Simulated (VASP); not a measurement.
# Si: convergence, self-consistent run

Si, Fd-3m (no. 227), 2 atoms in the cell. LDA; PAW potentials Si (LDA set). VASP 6.6.1.

Wanted: energy within 0.2 meV/atom; levels at the zone centre within 0.003 eV.

What the run is for: comparing ways to start; Accuracy asked: tight.

Levels at the zone centre: counted from the valence top at that point.

POSCAR:
```
Si
1.0
    0.0000000000      2.7218511865      2.7218511865
    2.7218511865      0.0000000000      2.7218511865
    2.7218511865      2.7218511865      0.0000000000
Si
2
Direct
    0.5000000000      0.5000000000      0.5000000000
    0.7500000000      0.7500000000      0.7500000000
```

## How the run starts (with a second run first, the time holds both)

| How the run starts (with a second run first, the time holds both) | Energy less reference (meV/atom) | Levels at the zone centre, largest deviation (eV) | Time (s) |
|---|---|---|---|
| from scratch: 11 SCF iterations | 0.00 | 0.0000 | 4.6 |
| density of a coarse mesh (ICHARG 1): 11 + 9 SCF iterations | 0.00 | 0.0001 | 6.3 |
| orbitals of a lower cutoff (ISTART 1): 11 + 4 SCF iterations | 0.00 | 0.0001 | 4.8 |
| orbitals of a loose run: 8 + 4 SCF iterations | 0.00 | 0.0000 | 4.6 |

Chosen: from scratch: 11 SCF iterations; no other choice that stays within half of the tolerance saves 30 % of the time.

The chosen settings are those of the reference run.

Values of the reference run: Levels at the zone centre: 0, 0, 2.52 eV from the valence top at Gamma.

## The input

INCAR:
```
GGA = CA
ISMEAR = 0
SIGMA = 0.03
LWAVE = F
LCHARG = F
ISIF = 2
PREC = Accurate
LASPH = T
LREAL = F
ALGO = Normal
EDIFF = 1E-6
NELM = 120
GGA_COMPAT = F
ENCUT = 400
EFERMI = MIDGAP
```

KPOINTS:
```
k-points
0
Gamma
  8 8 8
```

Commands:
```
cat potpaw_LDA.64/Si/POTCAR > POTCAR
mpirun -np 1 vasp_std > vasp.out
```

The chosen input took VASP 6.6.1 4.6 s on 1 core (AMD EPYC 9R45 (Zen 5)), a shared host.

## An input that fails: restart asked without its files

VASP's message: ERROR: charge density could not be read from file CHGCAR for ICHARG>10.

Changes against the starting input:
```
- NELM = 120
+ NELM = 60
+ ICHARG = 11
```
